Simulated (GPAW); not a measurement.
A run of GPAW 26.7.0 is set up as follows.

The input run.py:

```python
from ase import Atoms
from ase.dft.bandgap import bandgap
from ase.io import write
from ase.units import GPa
from gpaw import GPAW, PW, setup_paths

setup_paths.insert(0, '.')

atoms = Atoms(['Co', 'Al'],
              cell=[[2.81940321, 0.0, 0.0],
                    [0.0, 2.81940321, 0.0],
                    [0.0, 0.0, 2.81940321]],
              scaled_positions=[[0.5, 0.5, 0.5],
                                [0.0, 0.0, 0.0]],
              pbc=True)
atoms.set_initial_magnetic_moments([2.0, 0.0])

calc = GPAW(mode=PW(600),
            xc='PBEsol',
            kpts={'size': (9, 9, 9), 'gamma': True},
            occupations={'name': 'fermi-dirac', 'width': 0.05},
            setups={'Co': ':d,8.0'},
            nbands=15,
            convergence={'density': 1e-05, 'energy': 1e-05},
            maxiter=150,
            txt='gpaw.txt')
atoms.calc = calc
energy = atoms.get_potential_energy()
forces = atoms.get_forces()
stress = atoms.get_stress()
calc.write('gs.gpw')
write('result.traj', atoms)
print(f'Energy: {energy:.6f} eV')
print('Forces (eV/A):')
print(forces.round(4))
print('Stress (GPa):', (stress / GPa).round(3))
print('Moments:', calc.get_magnetic_moments().round(3))
print('Fermi level:', round(calc.get_fermi_level(), 4), 'eV')
print(f'Gap: {bandgap(calc)[0]:.4f} eV, direct: {bandgap(calc, direct=True)[0]:.4f} eV')

path = atoms.cell.bandpath('GXMGRX,MR', npoints=100, eps=1e-4)
bs_calc = calc.fixed_density(kpts=path, symmetry='off', nbands=24,
                             convergence={'bands': 'CBM+6.0', 'eigenstates': 1e-6}, txt='bands.txt')
bs = bs_calc.band_structure()
bs.write('bs.json')
print(f'Gap on the path: {bandgap(bs_calc)[0]:.4f} eV')
```

Potentials or basis: PAW data sets generated in the run's folder for this functional, pw.

Command:

```bash
$ gpaw-setup -f PBEsol Al Co
$ OMP_NUM_THREADS=1 python run.py
```

Q: Predict the band gap along the path.

A: None (metal or under the smearing width).

Q: Predict the pressure.

A: 32.7 GPa.

Levels at the corners of the path, in eV from the Fermi level:
Spin up:
| point | band 4 | band 5 | band 6 | band 7 | band 8 | band 9 | band 10 | band 11 |
| --- | --- | --- | --- | --- | --- | --- | --- | --- |
| Γ | -4.49 | -4.49 | -4.49 | 5.45 | 5.45 | 5.45 | 7.27 | 7.27 |
| X | -5.18 | -5.18 | -4.40 | -4.04 | 7.81 | 10.07 | 10.07 | 10.91 |
| M | -5.05 | -5.05 | -3.50 | -3.50 | 0.50 | 1.47 | 12.52 | 14.95 |
| Γ | -4.49 | -4.49 | -4.49 | 5.45 | 5.45 | 5.45 | 7.27 | 7.27 |
| R | -5.28 | -5.28 | 1.55 | 1.55 | 1.55 | 3.73 | 3.73 | 3.73 |
| X | -5.18 | -5.18 | -4.40 | -4.04 | 7.81 | 10.07 | 10.07 | 10.91 |
| M | -5.05 | -5.05 | -3.50 | -3.50 | 0.50 | 1.47 | 12.52 | 14.95 |
| R | -5.28 | -5.28 | 1.55 | 1.55 | 1.55 | 3.73 | 3.73 | 3.73 |
Spin down:
| point | band 2 | band 3 | band 4 | band 5 | band 6 | band 7 | band 8 | band 9 |
| --- | --- | --- | --- | --- | --- | --- | --- | --- |
| Γ | -3.01 | -3.01 | -3.01 | -0.14 | -0.14 | 5.35 | 5.35 | 5.35 |
| X | -7.26 | -3.85 | -3.85 | -2.89 | 1.45 | 5.24 | 7.56 | 10.06 |
| M | -3.67 | -3.67 | -3.57 | -3.57 | -1.92 | 2.20 | 5.22 | 5.77 |
| Γ | -3.01 | -3.01 | -3.01 | -0.14 | -0.14 | 5.35 | 5.35 | 5.35 |
| R | -5.86 | -5.86 | 1.67 | 1.67 | 1.67 | 3.58 | 4.21 | 4.21 |
| X | -7.26 | -3.85 | -3.85 | -2.89 | 1.45 | 5.24 | 7.56 | 10.06 |
| M | -3.67 | -3.67 | -3.57 | -3.57 | -1.92 | 2.20 | 5.22 | 5.77 |
| R | -5.86 | -5.86 | 1.67 | 1.67 | 1.67 | 3.58 | 4.21 | 4.21 |

Caveat: a pressure of tens of GPa on the cell as given is suspect, and the run, the potentials or the cell itself is likely at fault; the U is typed as a test and isn't derived for this compound. The state reached can hang on the start; a lower one may exist.
